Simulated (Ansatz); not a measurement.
Consider the formal exchange of groups at a Ge–O bond: `C[O][Ge][OH]` + `CCCS` → `C[O][Ge][SH]` + `CCCO`.

Calculated with Ansatz (gas phase, PBE0-D4/def2-TZVP geometries, no zero-point term in ΔE). CCSD(T)/CBS adds triple-zeta CCSD(T) − MP2 to the extrapolated MP2 energy (def2 sets, frozen cores). Functionals use def2-TZVPP. B3LYP here is the variant with VWN-RPA as its local correlation; programs differ in this. For Ge outer-core shells are correlated without core-valence functions, which leaves a few kJ/mol of doubt a bond. Scalar relativity is left out up to krypton. Each species was taken in one conformer, which may not be the lowest.

`C[O][Ge][OH]`:

```xyz
8

C    -0.738    0.014   -0.925
O    -1.080   -0.227    0.423
Ge   -0.010   -0.258    1.832
O     1.531    0.102    0.974
H    -1.284    0.893   -1.282
H     0.333    0.183   -1.057
H    -1.041   -0.845   -1.530
H     2.288    0.137    1.565
```

`CCCS`:

Cartesian coordinates in Å:
```
C 0.171 -0.502 1.243
C -0.339 -0.732 -0.167
C -0.416 0.530 -1.008
S 1.180 1.302 -1.396
H -0.440 0.238 1.770
H 1.203 -0.145 1.237
H 0.148 -1.426 1.825
H -1.346 -1.165 -0.125
H 0.296 -1.463 -0.678
H -0.843 0.307 -1.989
H -1.063 1.277 -0.542
H 1.448 1.778 -0.170
```

`C[O][Ge][SH]`:

Cartesian coordinates in Å:
```
C 0.128 -0.187 -0.995
O 0.455 -1.161 -0.040
Ge 0.350 -1.145 1.736
S -0.479 0.918 2.184
H -0.935 0.080 -0.955
H 0.723 0.725 -0.865
H 0.340 -0.593 -1.987
H -0.582 1.364 0.921
```

`CCCO`:

Z-matrix (Å, degrees):
```
C
C 1 1.519
H 1 1.094 2 111.3
H 1 1.092 2 111.4 3 120.2
H 1 1.093 2 111.1 3 -119.8
C 2 1.516 1 112.3 3 59.4
H 2 1.097 1 109.7 3 -61.9
H 2 1.094 1 110.5 3 -179.1
O 6 1.412 2 113.3 1 177.5
H 6 1.101 2 109.8 1 -57.8
H 6 1.094 2 109.9 1 59.5
H 9 0.961 6 108.2 2 59.3
```

```csv
level,ΔE (kcal/mol),difference from CCSD(T)/CBS
PBE-D4,6.2,-3.0
PBE0-D4,6.4,-2.8
ωB97X-V,9.0,-0.2
ωB97M-V,8.7,-0.5
B2PLYP,8.5,-0.7
PBE,6.1,-3.1
PBE0,6.3,-2.9
B3LYP,6.8,-2.4
HF/def2-TZVPP,6.9,-2.3
SCS-MP2/def2-TZVPP,10.3,1.1
CCSD/def2-TZVPP,8.8,-0.4
CCSD(T)/def2-TZVPP,8.9,-0.3
HF/def2-QZVPP,7.2,-2.0
SCS-MP2/def2-QZVPP,10.6,1.4
HF/CBS(def2),7.2,-2.0
CCSD/CBS(def2),9.1,-0.1
CCSD(T)/CBS,9.2,0
```

Largest T1 diagnostic among the species: 0.015.

In def2-TZVPP, CCSD(T) changes the Hartree–Fock value by +1.9 kcal/mol (the triples alone add +0.1 kcal/mol) and MP2 by +3.7 kcal/mol.

CCSD(T)/CBS has its own doubt, a few kJ/mol and more with outer-core shells, so smaller differences from it don't rank the levels.
